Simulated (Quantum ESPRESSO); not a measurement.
# Au (Fm-3m) in Quantum ESPRESSO: notebook, part 2 of 2

Quantum ESPRESSO 7.5. The steps go on from the part before.

## Step 3: Phonons, PBE

File pw.in:

```
&CONTROL
  calculation = 'scf'
  prefix = 'pwscf'
  outdir = './tmp'
  pseudo_dir = './pseudo'
  tprnfor = .true.
  tstress = .true.
  disk_io = 'low'
/
&SYSTEM
  ibrav = 0
  nat = 1
  ntyp = 1
  ecutwfc = 76
  nbnd = 16
  occupations = 'smearing'
  smearing = 'mp'
  degauss = 0.00999582
/
&ELECTRONS
  conv_thr = 2d-10
  electron_maxstep = 120
  mixing_beta = 0.5
/
ATOMIC_SPECIES
Au   196.9666 Au.upf
CELL_PARAMETERS angstrom
   0.0000000000    2.0350000000    2.0350000000
   2.0350000000    0.0000000000    2.0350000000
   2.0350000000    2.0350000000    0.0000000000
ATOMIC_POSITIONS crystal
Au     0.0000000000    0.0000000000    0.0000000000
K_POINTS automatic
11 11 11 0 0 0
```

File relax.in:

```
&CONTROL
  calculation = 'vc-relax'
  prefix = 'pwscf'
  outdir = './tmp'
  pseudo_dir = './pseudo'
  tprnfor = .true.
  tstress = .true.
  disk_io = 'low'
  nstep = 40
  forc_conv_thr = 0.0001
  etot_conv_thr = 1d-06
/
&SYSTEM
  ibrav = 0
  nat = 1
  ntyp = 1
  ecutwfc = 76
  nbnd = 16
  occupations = 'smearing'
  smearing = 'mp'
  degauss = 0.00999582
/
&ELECTRONS
  conv_thr = 2d-10
  electron_maxstep = 120
  mixing_beta = 0.5
/
&IONS
  ion_dynamics = 'bfgs'
/
&CELL
  cell_dynamics = 'bfgs'
  press = 0
  press_conv_thr = 0.2
/
ATOMIC_SPECIES
Au   196.9666 Au.upf
CELL_PARAMETERS angstrom
   0.0000000000    2.0350000000    2.0350000000
   2.0350000000    0.0000000000    2.0350000000
   2.0350000000    2.0350000000    0.0000000000
ATOMIC_POSITIONS crystal
Au     0.0000000000    0.0000000000    0.0000000000
K_POINTS automatic
11 11 11 0 0 0
```

File scf2.in:

```
&CONTROL
  calculation = 'scf'
  prefix = 'pwscf'
  outdir = './tmp'
  pseudo_dir = './pseudo'
  tprnfor = .true.
  tstress = .true.
  disk_io = 'low'
/
&SYSTEM
  ibrav = 0
  nat = 1
  ntyp = 1
  ecutwfc = 76
  nbnd = 16
  occupations = 'smearing'
  smearing = 'mp'
  degauss = 0.00999582
/
&ELECTRONS
  conv_thr = 1d-13
  electron_maxstep = 120
  mixing_beta = 0.5
  startingpot = 'file'
  startingwfc = 'file'
/
ATOMIC_SPECIES
Au   196.9666 Au.upf
CELL_PARAMETERS angstrom
   0.0000000000    2.0764808256    2.0764808256
   2.0764808256    0.0000000000    2.0764808256
   2.0764808256    2.0764808256    0.0000000000
ATOMIC_POSITIONS crystal
Au     0.0000000000    0.0000000000    0.0000000000
K_POINTS automatic
11 11 11 0 0 0
```

File ph.in:

```
phonons of Au
&INPUTPH
  prefix = 'pwscf'
  outdir = './tmp'
  tr2_ph = 1d-16
  fildyn = 'dyn'
  niter_ph = 60
  alpha_mix(1) = 0.4
/
0.1767766953 0.7071067812 0.1767766953
```

Potentials or basis: PseudoDojo 0.4.1 SR PBE standard.

Command:

```bash
$ OMP_NUM_THREADS=1 pw.x -in pw.in > pw.out
$ OMP_NUM_THREADS=1 pw.x -in relax.in > relax.out
$ OMP_NUM_THREADS=1 pw.x -in scf2.in > scf2.out
$ OMP_NUM_THREADS=1 ph.x -in ph.in > ph.out
```

pw.out:

```text
This program is part of the open-source Quantum ESPRESSO suite
     for quantum simulation of materials; please cite
[... 9 lines left out ...]
     --------------------
     sticks:   dense  smooth     PW     G-vecs:    dense   smooth      PW
     Sum         613     613    199                10081    10081    1807

     Using Slab Decomposition

     bravais-lattice index     =            0
     lattice parameter (alat)  =       5.4385  a.u.
     unit-cell volume          =     113.7417 (a.u.)^3
     number of atoms/cell      =            1
     number of atomic types    =            1
     number of electrons       =        19.00
     number of Kohn-Sham states=           16
     kinetic-energy cutoff     =      76.0000  Ry
     charge density cutoff     =     304.0000  Ry
     scf convergence threshold =      2.0E-10
     mixing beta               =       0.5000
     number of iterations used =            8  plain     mixing
[... 162 lines left out ...]
     iteration #  8     ecut=    76.00 Ry     beta= 0.50
     Davidson diagonalization with overlap
     ethr =  1.19E-11,  avg # of iterations =  2.0

     End of self-consistent calculation

          k = 0.0000 0.0000 0.0000 (  1243 PWs)   bands (ev):

   -84.6429 -35.8947 -35.8947 -35.8947  11.0154  16.2579  16.2579  16.2579
    17.8057  17.8057  35.4716  39.5256  39.5256  39.5256  44.4965  49.0281
[... 273 lines left out ...]
   -84.6264 -36.0541 -36.0418 -35.9788  14.9506  15.4876  16.0747  17.6932
    19.2602  25.2676  26.9629  27.9525  31.1407  42.2079  44.1886  46.0306

     the Fermi energy is    21.0064 ev

!    total energy              =    -296.39746278 Ry
     estimated scf accuracy    <          4.1E-11 Ry
     smearing contrib. (-TS)   =       0.00004754 Ry
     internal energy E=F+TS    =    -296.39751032 Ry

     The total energy is F=E-TS. E is the sum of the following terms:
     one-electron contribution =     -80.74559790 Ry
     hartree contribution      =      51.70179631 Ry
     xc contribution           =     -52.15473245 Ry
     ewald contribution        =    -215.19897627 Ry

     convergence has been achieved in   8 iterations

     Forces acting on atoms (cartesian axes, Ry/au):

     atom    1 type  1   force =     0.00000000    0.00000000    0.00000000

     Total force =     0.000000     Total SCF correction =     0.000000

     Computing stress (Cartesian axis) and pressure

          total   stress  (Ry/bohr**3)                   (kbar)     P=      103.97
   0.00070677  -0.00000000  -0.00000000          103.97       -0.00       -0.00
  -0.00000000   0.00070677  -0.00000000           -0.00      103.97       -0.00
  -0.00000000  -0.00000000   0.00070677           -0.00       -0.00      103.97

=------------------------------------------------------------------------------=
   JOB DONE.
=------------------------------------------------------------------------------=
```

scf2.out:

```text
This program is part of the open-source Quantum ESPRESSO suite
     for quantum simulation of materials; please cite
[... 9 lines left out ...]
     --------------------
     sticks:   dense  smooth     PW     G-vecs:    dense   smooth      PW
     Sum         649     649    199                10849    10849    1917
[... 437 lines left out ...]
   0.00000459   0.00000000   0.00000000            0.67        0.00        0.00
   0.00000000   0.00000459  -0.00000000            0.00        0.67       -0.00
   0.00000000   0.00000000   0.00000459            0.00        0.00        0.67

=------------------------------------------------------------------------------=
   JOB DONE.
=------------------------------------------------------------------------------=
```

Run time: 14 min. Hardware: 1 thread of Arm Neoverse V1, shared host; peak memory 0.09 GiB.

What came out:

```
Free energy                                 : -4032.7252 eV
Relaxed volume                              : 17.91 Å³/atom
Relaxed cell                                : a = 2.937 Å, b = 2.937 Å, c = 2.937 Å, α = 60.00°, β = 60.00°, γ = 60.00°
Space group after relaxing (to 0.05 Å)      : Fm-3m (No. 225)
Pressure after relaxing                     : 0.1 GPa
Band gap on the k mesh                      : none (metal or under the smearing width)
Highest phonon frequency at the q point run : 112 cm⁻¹
```

Step by step:
```
step  energy change (eV)  largest force (eV/Å)  pressure (GPa)  volume (Å³)
   1              0.0000                0.0000           10.40        16.85
   2             -0.0315                0.0000            1.20        17.76
   3             -0.0320                0.0000            0.14        17.89
   4             -0.0320                0.0000            0.00        17.91
```

Final structure:
```yaml
crystal:
  lattice:
    - [0.00000, 2.07648, 2.07648]
    - [2.07648, 0.00000, 2.07648]
    - [2.07648, 2.07648, 0.00000]
  atoms:
    - { symbol: Au, position: [0.00000, 0.00000, 0.00000] }
```

Phonon frequencies in cm⁻¹ (negative: imaginary):
```
              q point  frequencies
(0.625, 0.250, 0.625)    56 98 112
```

Phonon modes at q = (0.625, 0.250, 0.625) in reciprocal lattice units:
```tsv
mode	symmetry	cm⁻¹
1	B_1	56
2	A_1	98
3	B_2	112
```

Caveat: the q point doesn't lie on the k mesh, which can shift a metal's frequencies strongly unless the mesh is converged.
